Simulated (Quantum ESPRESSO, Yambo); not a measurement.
# BP (F-43m): G0W0 with Yambo, start to end, part 3 of 3

Aim: the G0W0 gap of BP (F-43m) on PBE, step by step.

Quantum ESPRESSO 7.5 and Yambo 5.3.0; PBE and many-body steps on it, plane waves. Known limits of the many-body steps: not at the basis limit.

So far. Step 3 (Bands along the symmetry lines): The gap is 1.260 eV, −0.021 eV from the run before at this level. Step 4 (Empty states on the mesh, 8×8×8 mesh, 279 bands): On this mesh the gap is 1.281 eV.

**6. Screening and self-energy, 8×8×8 mesh, 116 bands, screening to 231.3 eV**

G0W0 replaces the xc potential by the self-energy, built once from these orbitals. Only a window of levels is corrected, while the sums run over the empty bands that the input names.

This step: G0W0 on PBE, plane waves, norm-conserving pseudopotentials.

The input, gw2.in:

```
HF_and_locXC
gw0
dyson
ppa
em1d
rim_cut
RandQpts= 1000000
RandGvec= 1 RL
EXXRLvcs= 68 Ry
VXCRLvcs= 272 Ry
Chimod= "HARTREE"
% BndsRnXp
 1 | 116 |
%
NGsBlkXp= 17 Ry
% LongDrXp
 1 | 1 | 1 |
%
% GbndRnge
 1 | 116 |
%
DysSolver= "n"
ExtendOut
PPAPntXp= 27.21138 eV
% QPkrange
 1 | 1 | 3 | 6 |
 18 | 18 | 3 | 6 |
%
```

Run with:

```console
$ OMP_NUM_THREADS=1 mpirun -n 4 yambo -F gw2.in -J gw2 -C gw2 > gw2.log
```

What it wrote:

```text
 Yambo, version 5.3.0

 [02] CORE Variables Setup
 =========================

  [... cell, symmetries and grids as in the set-up ...]

  [02.05] Energies & Occupations
  ==============================

  [X] === General ===
  [X] Electronic Temperature                        :  0.000000  0.000000 [eV K]
  [X] Bosonic    Temperature                        :  0.000000  0.000000 [eV K]
  [X] Finite Temperature mode                       : no
  [X] El. density                                   :  0.34242E+24 [cm-3]
  [X] Fermi Level                                   :  9.241273 [eV]

  [X] === Gaps and Widths ===
  [X] Conduction Band Min                           :  1.280512 [eV]
  [X] Valence Band Max                              :  0.000000 [eV]
  [X] Filled Bands                                  :   4
  [X] Empty Bands                                   :    5  279
  [X] Direct Gap                                    :  3.406803 [eV]
  [X] Direct Gap localized at k                     :  1
  [X] Indirect Gap                                  :  1.280512 [eV]
  [X] Indirect Gap between kpts                     :   1  18
  [X] Last valence band width                       :  5.466754 [eV]
  [X] 1st conduction band width                     :  4.052812 [eV]

 [03] Transferred momenta grid and indexing
 ==========================================

 IBZ Q-points                                      :  29
 BZ  Q-points                                      :   512

 K/Q-points units:
 rlu = crystal or reduced units; cc = cartesian coordinates; iku = interal k-units

 Q [ 1]         [rlu]:  0.000000  0.000000  0.000000
 Q [ 2]         [rlu]: -0.53086E-18 -0.53086E-18  0.12500
 Q [ 3]         [rlu]: -0.10617E-17 -0.10617E-17  0.25000
 Q [ 4]         [rlu]: -0.12375E-16 -0.12375E-16  0.37500
 Q [ 5]         [rlu]:  0.21235E-17  0.21235E-17 -0.50000
 Q [ 6]         [rlu]: -0.45253E-17  0.12500      0.12500
 Q [ 7]         [rlu]: -0.74698E-17  0.12500      0.25000
 Q [ 8]         [rlu]: -0.28817E-16  0.12500      0.37500
 Q [ 9]         [rlu]:  0.55886E-16  0.12500      0.50000
 Q [10]         [rlu]:  0.21235E-17  0.12500     -0.37500
     [... 17 further rows ...]
 Q [28]         [rlu]:  0.125000 -0.500000 -0.375000
 Q [29]         [rlu]:  0.250000 -0.500000 -0.250000

 [04] Coloumb potential Random Integration (RIM)
 ===============================================

  [04.01] RIM initialization
  ==========================

  * Diagonal components only detected *

  8 x (sBL volume)        :  0.024583 [a.u.]
  sBZ random points       :  1000000
  Points outside the sBZ  :   7987327
  RL volume               :  1.573293 [a.u.]
  Integrated volume       :  1.575789 [a.u.]

  [04.02] RIM integrals
  =====================

  Gamma point sphere radius             :  0.052742 [a.u.]
  Points outside the sphere             :   799513
  [Int_sBZ(q=0) 1/q^2]*(Vol_sBZ)^(-1/3) =:  7.764325
                                 should be <:  7.795600

  Summary of Coulomb integrals for non-metallic bands |Q|[au] RIM/Bare

  Q [1] 0.100000E-4 0.995988 * Q [2] 0.158631 1.066458
  Q [6] 0.183171 1.065091 * Q [12] 0.259043 1.027253
  Q [7] 0.303755 1.020682 * Q [3] 0.317261 1.018308
  Q [13] 0.366342 1.014848 * Q [11] 0.399212 1.011996
  Q [22] 0.409583 1.011845 * Q [8] 0.448675 1.010056
  Q [14] 0.475892 1.009230 * Q [4] 0.475892 1.009072
  Q [17] 0.518086 1.007737 * Q [23] 0.541827 1.007391
  Q [10] 0.549513 1.007001 * Q [18] 0.549513 1.007295
  Q [25] 0.579237 1.006689 * Q [9] 0.600566 1.006310
  Q [15] 0.607509 1.006225 * Q [5] 0.634523 1.005615
  Q [19] 0.654051 1.005597 * Q [16] 0.654051 1.005403
  Q [27] 0.660432 1.005345 * Q [24] 0.685363 1.005053
  Q [26] 0.703481 1.005038 * Q [21] 0.732684 1.004689
  Q [28] 0.755233 1.004511 * Q [20] 0.777128 1.004279
  Q [29] 0.819165 1.004071

 [WARNING] [Xp] User bands 1-116 break level degeneracy

 [05] Dipoles
 ============

  [05.01] Setup: observables and procedures
  =========================================

 [06] Dynamic Dielectric Matrix (PPA)
 ====================================

 [WR./gw2//ndb.pp]---------------------------------------------------------------
  Brillouin Zone Q/K grids (IBZ/BZ)                :    29   512    29   512
  RL vectors                                       :  2085 [WF]
  Coulomb cutoff potential                         : none
  Electronic Temperature                           :  0.000000 [K]
  Bosonic    Temperature                           :  0.000000 [K]
  PPA    diel. fun.  energies                      : Perdew, Burke & Ernzerhof(X)+Perdew, Burke & Ernzerhof(C)
  wavefunctions                                    : Perdew, Burke & Ernzerhof(X)+Perdew, Burke & Ernzerhof(C)
  Global Gauge                                     : length
  X matrix size                                    :  181
  X band range                                     :    1  116
  X e/h energy range                               : -1.000000 -1.000000 [eV]
  X Time ordering                                  : R
  X Hxc Kernel                                     : HARTREE
  X Drude frequency                                :  0.000000  0.000000
  X poles                                          :  100.0000 [o/o]
  RL vectors in the sum                            :  2085
  [r,Vnl] included                                 : yes
  Field direction                                  :  0.577350E-5  0.577350E-5  0.577350E-5
  BZ energy Double Grid                            : no
  BZ energy DbGd points                            : 0
  BZ Q point size factor                           : -1.000000
  X Optical Averaged directions                    : none

 [07] Local Exchange-Correlation + Non-Local Fock
 ================================================

 [VXC] Plane waves :  11935
 [EXS] Plane waves :  1471

 QP @ state[ 1 ] K range:  1  1
 QP @ state[ 1 ] b range:   3   6
 QP @ state[ 2 ] K range:  18  18
 QP @ state[ 2 ] b range:   3   6

 [xc] Functional : Perdew, Burke & Ernzerhof(X)+Perdew, Burke & Ernzerhof(C)
 [xc] LIBXC used to calculate xc functional
  PP Number of Atomic Species                      :  2
  NLCC RL compoments                               :  11935
  PP Number of Atomic Species                      :  2
  NLCC RL compoments                               :  11935

 [xc] E_xc :  -2.820910 [Ha]
      E_xc :  -5.641820 [Ry]

  Local XC kind (lXC) : Perdew, Burke & Ernzerhof(X)+Perdew, Burke & Ernzerhof(C)
  Non-Local XC kind (nlXC) : Hartree-Fock

  Corrections @ K [1] :  [eV]
 <3|nlXC|3> = -14.90583  0.43230E-18 <3|lXC|3> = -13.29750  0.27751E-20
 <4|nlXC|4> = -14.90581  0.16587E-17 <4|lXC|4> = -13.29750 -0.18866E-15
 <5|nlXC|5> = -7.342946  0.12032E-17 <5|lXC|5> = -12.02603  0.13811E-19
 <6|nlXC|6> = -7.342952 -0.30014E-17 <6|lXC|6> = -12.02603 -0.94408E-16

  Corrections @ K [18] :  [eV]
 <3|nlXC|3> = -15.78733 -0.23846E-17 <3|lXC|3> = -12.53017  0.23607E-16
 <4|nlXC|4> = -15.78745  0.11894E-16 <4|lXC|4> = -12.53017  0.94411E-16
 <5|nlXC|5> = -6.867622 -0.38022E-17 <5|lXC|5> = -11.02522  0.94409E-16
 <6|nlXC|6> = -5.938397 -0.27176E-17 <6|lXC|6> = -10.56584  0.47206E-16

 [08] Dyson equation: Newton solver
 ==================================

  [08.01] G0W0 (W PPA)
  ====================

  [  GW  ] Bands range     :    1  116
  [GW/PPA] G damping       :  0.100000 [eV]

  QP @ state[ 1 ] K range:  1  1
  QP @ state[ 1 ] b range:   3   6
  QP @ state[ 2 ] K range:  18  18
  QP @ state[ 2 ] b range:   3   6

   Sc/G bands                                       :    1  116
   Sc/G damping                                     :  0.100000 ev
   Sc bands terminator                              : no
   Sx RL components                                 :  1471

   QP @ state[ 1 ] K range                          :  1  1
   QP @ state[ 1 ] b range                          :   3   6
   QP @ state[ 2 ] K range                          :  18  18
   QP @ state[ 2 ] b range                          :   3   6
   GF energies kind                                 : Perdew, Burke & Ernzerhof(X)+Perdew, Burke & Ernzerhof(C)
   GF WF`s kind                                     : Perdew, Burke & Ernzerhof(X)+Perdew, Burke & Ernzerhof(C)
   Xs energies kind                                 : Perdew, Burke & Ernzerhof(X)+Perdew, Burke & Ernzerhof(C)
   Xs WF`s kind                                     : Perdew, Burke & Ernzerhof(X)+Perdew, Burke & Ernzerhof(C)

 [11] Game Over & Game summary
```

The job ended after 7.6 min (4 MPI ranks of Arm Neoverse V1, shared host; peak memory 1.6 GiB).

Numbers from this step:

```yaml
g0w0_gap_on_the_points_computed: 2.032 eV
starting_gap_on_the_mesh: 1.281 eV
k_of_the_valence_top: 0, 0, 0
k_of_the_conduction_bottom: 0, 0.375, 0.375
least_direct_g0w0_gap_on_the_computed_points: 4.287 eV
z_at_the_valence_top: 0.7957
z_at_the_conduction_bottom: 0.8078
```

The gap on the mesh goes from 1.28 eV to 2.03 eV, a correction of +0.75 eV.

Limits: finite bands, cutoff and mesh. v1 is the top filled band, c1 the lowest empty one. The levels before and after the correction (eV, zero at the valence-band top of each column):

```
           conduction bottom  valence top
Kohn-Sham               1.28         0.00
     G0W0               2.03         0.00
```

```
                           level  energy (eV)
Kohn-Sham                Γ v2-v1        0.000
Kohn-Sham                Γ c1-c2        3.407
Kohn-Sham  (0 0.375 0.375) v2-v1       -3.760
Kohn-Sham     (0 0.375 0.375) c1        1.281
Kohn-Sham     (0 0.375 0.375) c2        2.691
     G0W0                Γ v2-v1        0.000
     G0W0                Γ c1-c2        4.287
     G0W0  (0 0.375 0.375) v2-v1       -3.930
     G0W0     (0 0.375 0.375) c1        2.032
     G0W0     (0 0.375 0.375) c2        3.482
```

**7. Where the time went**

Times are wall times on the hardware named with each run, good to a factor of about two.

```
                          step     time  share  memory (GiB)
                  ground state    2.1 s    0 %          0.19
bands along the symmetry lines    1.8 s    0 %          0.05
      empty states on the mesh     44 s    9 %          0.37
         conversion and set-up    2.6 s    1 %          0.24
     screening and self-energy  7.6 min   90 %           1.6
```

**8. Outcome**

```yaml
pbe_gap: 1.26 eV, indirect
g0w0_gap_on_the_mesh: 2.03 eV
g0w0_gap_over_the_zone_rigid_shift: 2.01 eV
gw_settings: 8×8×8 mesh, 116 bands, screening to 231.3 eV, Godby-Needs plasmon pole
known_limits: not at the basis limit
```

What this shows: G0W0 moves the gap on the mesh from 1.28 eV to 2.03 eV (+0.75 eV), with Z of 0.80 and 0.81 at the edges. The mesh misses the band edges by 0.02 eV in all; a rigid shift gives 2.01 eV for the zone. Only 2 of the mesh's irreducible points were corrected, so a valley elsewhere could overtake. The dearest step here is «screening and self-energy». Bands and cutoff are finite, so the gap is not at the basis limit. The miss can reach some tenths of an eV and take either sign; the mesh is an error of its own. In the G0W0 run levels were corrected at 2 k points alone, so a gap called «on the mesh» is the least over those, and an edge elsewhere would be missed.

[Paths, hosts, dates, memory and timing lines, banners, echoed tables and standing remarks are left out of the program output.]

[Logs are printed without paths, hosts, clocks, repeated set-up lines and the standing remarks that a program may print on its own settings, such as how far it seeks lower states.]

[Runs of the session that timed out or met a known fault of the program may be left out.]

[Hosts, paths, dates, database ids (printed as entryN), source tags and the programs' standing remarks are cut or masked in the printed files.]
